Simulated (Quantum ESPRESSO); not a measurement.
# Pt (Fm-3m) in Quantum ESPRESSO: a series of runs

One crystal, Pt, is run at these levels: PBEsol, PBE, LDA; tasks: phonons.

All numbers are computed with Quantum ESPRESSO 7.5; they aren't measurements. Logs are shortened: lines on timing, memory, paths and dates and some standing lists are left out, and cuts for length are marked.

### 1 Starting point

It takes space group Fm-3m (No. 225, cubic). The conventional cell has a = 3.922 Å, b = 3.922 Å, c = 3.922 Å, α = 90.00°, β = 90.00°, γ = 90.00°. Pt (site symmetry m-3m) is surrounded by 12 Pt at 2.77 Å.

### 2 Phonons, PBEsol

Input file pw.in:

```
&CONTROL
  calculation = 'scf'
  prefix = 'pwscf'
  outdir = './tmp'
  pseudo_dir = './pseudo'
  tprnfor = .true.
  tstress = .true.
  disk_io = 'low'
/
&SYSTEM
  ibrav = 0
  nat = 1
  ntyp = 1
  ecutwfc = 45
  ecutrho = 360
  nbnd = 14
  occupations = 'smearing'
  smearing = 'mp'
  degauss = 0.01469973
/
&ELECTRONS
  conv_thr = 2d-10
  electron_maxstep = 120
  mixing_beta = 0.5
/
ATOMIC_SPECIES
Pt   195.0840 pt_pbesol_v1.4.uspp.F.UPF
CELL_PARAMETERS angstrom
   0.0000000000    1.9609000000    1.9609000000
   1.9609000000    0.0000000000    1.9609000000
   1.9609000000    1.9609000000    0.0000000000
ATOMIC_POSITIONS crystal
Pt     0.0000000000    0.0000000000    0.0000000000
K_POINTS automatic
12 12 12 0 0 0
```

Input file relax.in:

```
&CONTROL
  calculation = 'vc-relax'
  prefix = 'pwscf'
  outdir = './tmp'
  pseudo_dir = './pseudo'
  tprnfor = .true.
  tstress = .true.
  disk_io = 'low'
  nstep = 40
  forc_conv_thr = 0.0001
  etot_conv_thr = 1d-06
/
&SYSTEM
  ibrav = 0
  nat = 1
  ntyp = 1
  ecutwfc = 45
  ecutrho = 360
  nbnd = 14
  occupations = 'smearing'
  smearing = 'mp'
  degauss = 0.01469973
/
&ELECTRONS
  conv_thr = 2d-10
  electron_maxstep = 120
  mixing_beta = 0.5
/
&IONS
  ion_dynamics = 'bfgs'
/
&CELL
  cell_dynamics = 'bfgs'
  press = 0
  press_conv_thr = 0.2
/
ATOMIC_SPECIES
Pt   195.0840 pt_pbesol_v1.4.uspp.F.UPF
CELL_PARAMETERS angstrom
   0.0000000000    1.9609000000    1.9609000000
   1.9609000000    0.0000000000    1.9609000000
   1.9609000000    1.9609000000    0.0000000000
ATOMIC_POSITIONS crystal
Pt     0.0000000000    0.0000000000    0.0000000000
K_POINTS automatic
12 12 12 0 0 0
```

Input file scf2.in:

```
&CONTROL
  calculation = 'scf'
  prefix = 'pwscf'
  outdir = './tmp'
  pseudo_dir = './pseudo'
  tprnfor = .true.
  tstress = .true.
  disk_io = 'low'
/
&SYSTEM
  ibrav = 0
  nat = 1
  ntyp = 1
  ecutwfc = 45
  ecutrho = 360
  nbnd = 14
  occupations = 'smearing'
  smearing = 'mp'
  degauss = 0.01469973
/
&ELECTRONS
  conv_thr = 1d-13
  electron_maxstep = 120
  mixing_beta = 0.5
  startingpot = 'file'
  startingwfc = 'file'
/
ATOMIC_SPECIES
Pt   195.0840 pt_pbesol_v1.4.uspp.F.UPF
CELL_PARAMETERS angstrom
   0.0000000000    1.9566068014    1.9566068014
   1.9566068014    0.0000000000    1.9566068014
   1.9566068014    1.9566068014    0.0000000000
ATOMIC_POSITIONS crystal
Pt     0.0000000000    0.0000000000    0.0000000000
K_POINTS automatic
12 12 12 0 0 0
```

Input file ph.in:

```
phonons of Pt
&INPUTPH
  prefix = 'pwscf'
  outdir = './tmp'
  tr2_ph = 1d-16
  fildyn = 'dyn'
  niter_ph = 60
  alpha_mix(1) = 0.4
/
0.5303300859 0.5303300859 -0.0000000000
```

Potentials or basis: GBRV 1.5 PBEsol.

Started as:

```bash
$ OMP_NUM_THREADS=1 pw.x -in pw.in > pw.out
$ OMP_NUM_THREADS=1 pw.x -in relax.in > relax.out
$ OMP_NUM_THREADS=1 pw.x -in scf2.in > scf2.out
$ OMP_NUM_THREADS=1 ph.x -in ph.in > ph.out
```

pw.out:

```text
This program is part of the open-source Quantum ESPRESSO suite
     for quantum simulation of materials; please cite
[... 9 lines left out ...]
     --------------------
     sticks:   dense  smooth     PW     G-vecs:    dense   smooth      PW
     Sum         673     349    121                11791     4111     869

     Using Slab Decomposition

     bravais-lattice index     =            0
     lattice parameter (alat)  =       5.2405  a.u.
     unit-cell volume          =     101.7637 (a.u.)^3
     number of atoms/cell      =            1
     number of atomic types    =            1
     number of electrons       =        16.00
     number of Kohn-Sham states=           14
     kinetic-energy cutoff     =      45.0000  Ry
     charge density cutoff     =     360.0000  Ry
     scf convergence threshold =      2.0E-10
     mixing beta               =       0.5000
     number of iterations used =            8  plain     mixing
     Exchange-correlation= SLA  PW   PSX  PSC
                           (   1   4  10   8   0   0   0)

     celldm(1)=   5.240459  celldm(2)=   0.000000  celldm(3)=   0.000000
     celldm(4)=   0.000000  celldm(5)=   0.000000  celldm(6)=   0.000000

     crystal axes: (cart. coord. in units of alat)
               a(1) = (   0.000000   0.707107   0.707107 )
               a(2) = (   0.707107   0.000000   0.707107 )
               a(3) = (   0.707107   0.707107   0.000000 )

     reciprocal axes: (cart. coord. in units 2 pi/alat)
               b(1) = ( -0.707107  0.707107  0.707107 )
               b(2) = (  0.707107 -0.707107  0.707107 )
               b(3) = (  0.707107  0.707107 -0.707107 )

     PseudoPot. # 1 for Pt read from file:
     pt_pbesol_v1.4.uspp.F.UPF
     Pseudo is Ultrasoft + core correction, Zval = 16.0
     Generated by new atomic code, or converted to UPF format
     Using radial grid of  985 points,  6 beta functions with:
                l(1) =   0
                l(2) =   0
                l(3) =   1
                l(4) =   1
                l(5) =   2
                l(6) =   2
     Q(r) pseudized with  8 coefficients,  rinner =    1.300   1.300   1.300
                                                       1.300   1.300

     atomic species   valence    mass     pseudopotential
     Pt               16.00   195.08400     Pt( 1.00)

     48 Sym. Ops., with inversion, found

   Cartesian axes

     site n.     atom                  positions (alat units)
         1        Pt     tau(   1) = (   0.0000000   0.0000000   0.0000000  )

     number of k points=    72  Methfessel-Paxton smearing, width (Ry)=  0.0147
                       cart. coord. in units 2pi/alat
        k(    1) = (   0.0000000   0.0000000   0.0000000), wk =   0.0011574
        k(    2) = (   0.0589256   0.0589256  -0.0589256), wk =   0.0092593
        k(    3) = (   0.1178511   0.1178511  -0.1178511), wk =   0.0092593
        k(    4) = (   0.1767767   0.1767767  -0.1767767), wk =   0.0092593
        k(    5) = (   0.2357023   0.2357023  -0.2357023), wk =   0.0092593
        k(    6) = (   0.2946278   0.2946278  -0.2946278), wk =   0.0092593
[... 64 lines left out ...]
        k(   71) = (  -0.7071068   0.2357023   0.0000000), wk =   0.0138889
        k(   72) = (  -0.7071068   0.3535534   0.0000000), wk =   0.0069444

     Dense  grid:    11791 G-vectors     FFT dimensions: (  32,  32,  32)

     Smooth grid:     4111 G-vectors     FFT dimensions: (  24,  24,  24)

     Initial potential from superposition of free atoms

     starting charge      15.5000, renormalised to      16.0000

     negative rho (up, down):  1.862E-01 0.000E+00
     Starting wfcs are   12 randomized atomic wfcs +    2 random wfcs

     Self-consistent Calculation

     iteration #  1     ecut=    45.00 Ry     beta= 0.50
     Davidson diagonalization with overlap
     ethr =  1.00E-02,  avg # of iterations =  4.2

     negative rho (up, down):  1.739E-01 0.000E+00

     total energy              =    -210.37907098 Ry
     estimated scf accuracy    <       0.77835622 Ry

     iteration #  2     ecut=    45.00 Ry     beta= 0.50
     Davidson diagonalization with overlap
     ethr =  4.86E-03,  avg # of iterations =  2.0

     negative rho (up, down):  1.746E-01 0.000E+00

     total energy              =    -210.55243281 Ry
     estimated scf accuracy    <       0.00828159 Ry
[... 37 lines left out ...]
     iteration #  7     ecut=    45.00 Ry     beta= 0.50
     Davidson diagonalization with overlap
     ethr =  1.36E-11,  avg # of iterations =  3.9

     negative rho (up, down):  1.738E-01 0.000E+00

     total energy              =    -210.55386650 Ry
     estimated scf accuracy    <          7.6E-10 Ry

     iteration #  8     ecut=    45.00 Ry     beta= 0.50
     Davidson diagonalization with overlap
     ethr =  4.76E-12,  avg # of iterations =  2.0

     negative rho (up, down):  1.738E-01 0.000E+00

     End of self-consistent calculation

          k = 0.0000 0.0000 0.0000 (   531 PWs)   bands (ev):

   -30.1677 -30.1677 -30.1677  12.0947  18.5992  18.5992  18.5992  20.7814
    20.7814  36.9828  41.9308  41.9308  41.9308  47.2577

          k = 0.0589 0.0589-0.0589 (   531 PWs)   bands (ev):

   -30.2002 -30.1723 -30.1723  12.3746  18.4774  18.7074  18.7074  20.7228
    20.7228  37.4099  40.6070  42.3581  42.3581  48.6397

          k = 0.1179 0.1179-0.1179 (   525 PWs)   bands (ev):

   -30.2882 -30.1850 -30.1850  13.1504  18.2333  18.9286  18.9286  20.6742
    20.6742  38.2454  38.4084  43.5477  43.5477  47.2834

          k = 0.1768 0.1768-0.1768 (   522 PWs)   bands (ev):

   -30.4071 -30.2023 -30.2023  14.1585  18.2360  18.9771  18.9771  20.9545
    20.9545  35.6485  38.7273  44.9894  44.9894  45.8413
[... 283 lines left out ...]
   -30.5757 -30.3522 -30.3324  15.7045  16.1300  20.4964  21.9947  22.4282
    24.5461  32.2991  34.2801  35.2066  43.3361  45.1693

          k =-0.0589-0.5303 0.6482 (   511 PWs)   bands (ev):

   -30.5696 -30.3933 -30.3346  15.9253  16.4024  19.9982  21.5009  22.6970
    26.8416  30.1727  33.3261  35.0272  44.0238  46.4878

          k =-0.0000-0.4714 0.5893 (   517 PWs)   bands (ev):

   -30.5326 -30.4467 -30.3199  16.2725  16.9569  19.2030  20.9263  22.4417
    28.3476  29.2619  32.3515  36.1927  43.4223  48.8368

          k =-0.7071 0.1179-0.0000 (   508 PWs)   bands (ev):

   -30.5977 -30.3644 -30.3470  15.5640  15.9886  21.2291  22.0194  22.9064
    25.9812  30.5511  33.4283  34.1053  43.6823  45.6918

          k =-0.2357-0.4714 0.7071 (   512 PWs)   bands (ev):

   -30.5218 -30.3642 -30.2779  16.6371  17.0684  18.0428  20.8309  21.3678
    24.3832  33.0295  35.1329  38.1453  44.6210  44.6857

          k =-0.1768-0.4125 0.6482 (   517 PWs)   bands (ev):

   -30.5344 -30.4057 -30.2970  16.8702  17.3203  17.9780  20.5332  22.0272
    26.0457  30.7767  34.3945  37.1007  43.6113  46.6307

          k =-0.1179-0.3536 0.5893 (   520 PWs)   bands (ev):

   -30.5375 -30.4212 -30.3052  17.0132  17.1256  18.3133  20.2924  22.2725
    27.9830  28.4260  34.6482  36.4229  43.2109  47.5932
[... 13 lines left out ...]
   -30.4986 -30.4669 -30.3213  16.9207  17.5830  17.8419  20.4827  22.4171
    27.5405  31.4340  31.5534  35.9667  44.7569  46.8092

          k =-0.7071 0.2357 0.0000 (   508 PWs)   bands (ev):

   -30.5489 -30.4142 -30.3487  16.2437  16.6854  19.3580  21.0307  22.9085
    28.3899  29.7392  32.4049  34.3807  45.8455  46.7451

          k =-0.7071 0.3536 0.0000 (   516 PWs)   bands (ev):

   -30.4818 -30.4818 -30.3495  16.7137  17.8212  17.8212  20.3958  22.9093
    29.4637  30.6422  30.6422  34.4289  46.8618  46.8618

     the Fermi energy is    22.4234 ev

!    total energy              =    -210.55386651 Ry
     estimated scf accuracy    <          3.1E-12 Ry
     smearing contrib. (-TS)   =      -0.00029382 Ry
     internal energy E=F+TS    =    -210.55357269 Ry

     The total energy is F=E-TS. E is the sum of the following terms:
     one-electron contribution =     -19.98538462 Ry
     hartree contribution      =      24.48120655 Ry
     xc contribution           =     -56.67610726 Ry
     ewald contribution        =    -158.37328735 Ry

     convergence has been achieved in   8 iterations

     negative rho (up, down):  1.738E-01 0.000E+00

     Forces acting on atoms (cartesian axes, Ry/au):

     atom    1 type  1   force =     0.00000000    0.00000000    0.00000000

     Total force =     0.000000     Total SCF correction =     0.000000

     Computing stress (Cartesian axis) and pressure

     negative rho (up, down):  1.738E-01 0.000E+00
          total   stress  (Ry/bohr**3)                   (kbar)     P=      -19.01
  -0.00012920  -0.00000000  -0.00000000          -19.01       -0.00       -0.00
  -0.00000000  -0.00012920  -0.00000000           -0.00      -19.01       -0.00
  -0.00000000  -0.00000000  -0.00012920           -0.00       -0.00      -19.01

=------------------------------------------------------------------------------=
   JOB DONE.
=------------------------------------------------------------------------------=
```

scf2.out:

```text
This program is part of the open-source Quantum ESPRESSO suite
     for quantum simulation of materials; please cite
[... 9 lines left out ...]
     --------------------
     sticks:   dense  smooth     PW     G-vecs:    dense   smooth      PW
     Sum         673     349    121                11575     4111     869
[... 551 lines left out ...]
  -0.00000159  -0.00000000  -0.00000000           -0.23       -0.00       -0.00
  -0.00000000  -0.00000159  -0.00000000           -0.00       -0.23       -0.00
  -0.00000000  -0.00000000  -0.00000159           -0.00       -0.00       -0.23

=------------------------------------------------------------------------------=
   JOB DONE.
=------------------------------------------------------------------------------=
```

It took 7.6 min on 1 thread of Arm Neoverse V2, shared host; peak memory 0.09 GiB.

Results:

- Free energy: -2864.7315 eV
- Relaxed volume: 14.98 Å³/atom
- Relaxed cell: a = 2.767 Å, b = 2.767 Å, c = 2.767 Å, α = 60.00°, β = 60.00°, γ = 60.00°
- Space group after relaxing (to 0.05 Å): Fm-3m (No. 225)
- Pressure after relaxing: 0.0 GPa
- Band gap on the k mesh: none (metal or under the smearing width)
- Highest phonon frequency at the q point run: 218 cm⁻¹

The path:
| step | energy change (eV) | largest force (eV/Å) | pressure (GPa) | volume (Å³) |
| --- | --- | --- | --- | --- |
| 1 | 0.0000 | 0.0000 | -1.90 | 15.08 |
| 2 | -0.0005 | 0.0000 | 0.94 | 14.93 |
| 3 | -0.0006 | 0.0000 | -0.01 | 14.98 |
| 4 | -0.0006 | 0.0000 | 0.01 | 14.98 |

Final structure:
```
Pt
1.0
     0.00000    1.95661    1.95661
     1.95661    0.00000    1.95661
     1.95661    1.95661    0.00000
Pt
1
Direct
  0.00000 0.00000 0.00000
```

Phonon frequencies in cm⁻¹ (negative: imaginary):
```csv
q point,frequencies
"(0.375, 0.375, 0.750)",166 189 218
```

Phonon modes at q = (0.375, 0.375, 0.750) in reciprocal lattice units:
| mode | symmetry | cm⁻¹ |
| --- | --- | --- |
| 1 | B_1 | 166 |
| 2 | A_1 | 189 |
| 3 | B_2 | 218 |

Caveat: the q point doesn't lie on the k mesh, which can shift a metal's frequencies strongly unless the mesh is converged. The run has no spin-orbit coupling, so splittings on Pt are missing.

(Part 1 of 3 ends here.)
